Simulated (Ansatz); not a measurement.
Runs of Ansatz 0.2.0 on SrO. Symmetry: Fm-3m, No. 225, cubic system. Conventional cell: a = 5.133 Å, b = 5.133 Å, c = 5.133 Å, α = 90.00°, β = 90.00°, γ = 90.00°. Around Sr (site symmetry m-3m) lie 6 O at 2.57 Å. Around O (site symmetry m-3m) lie 6 Sr at 2.57 Å. 

| task | level | spin | cell | k mesh | cutoff (eV) | points for each segment of the path | gap on the mesh (eV) | pressure (GPa) | relaxed volume (Å³/atom) |
| --- | --- | --- | --- | --- | --- | --- | --- | --- | --- |
| band structure | revPBE | off | as given | 9 × 9 × 9 | 420 | 14 | 3.46 | 5.6 | - |
| band structure | BLYP | off | as given | 9 × 9 × 9 | 420 | 14 | 3.51 | 6.2 | - |
| band structure | r2SCAN | SOC, no magnetisation | as given | 7 × 7 × 7 | 500 | 14 | 3.87 | 1.5 | - |
| band structure | r2SCAN | off | as given | 9 × 9 × 9 | 500 | 14 | 3.85 | 1.5 | - |
| relaxation of cell and atoms | RPBE | off | relaxed | 9 × 9 × 9 | 420 | - | 3.50 | 0.0 | 18.15 |
| band structure | PBEsol | SOC, no magnetisation | as given | 7 × 7 × 7 | 420 | 14 | 3.28 | (b) | - |
| relaxation of cell and atoms | BLYP | off | relaxed | 9 × 9 × 9 | 420 | - | 3.52 | 0.0 | 18.06 |
| band structure | RPBE | off | as given | 9 × 9 × 9 | 420 | 14 | 3.49 | (a) | - |
| relaxation of cell and atoms | revPBE | off | relaxed | 9 × 9 × 9 | 420 | - | 3.48 | 0.0 | 17.98 |

Alike in all rows: potentials or basis Ansatz PAW; smearing fermi-dirac 0.05 eV.

Q: Fill in the values left out.

A: (a) 6.4; (b) -0.6.

Caveats: the PAW data sets come from PBE, with cores solved anew for the run's functional, which leaves a small shift of forces and pressure; the k mesh misses the band edges, so the gap on the mesh is wider than the one along the path (some runs); odd divisions of the mesh miss points on the zone boundary, where band edges often lie, so the gap on the mesh can be too wide (some runs); the plane-wave basis is chosen anew once the cell has moved, so the energies of steps on either side of that aren't comparable (some runs).

A k mesh can miss the band edges, and rows without SOC leave out spin-orbit coupling on Sr.

Runs at the PBE level aren't shown here.
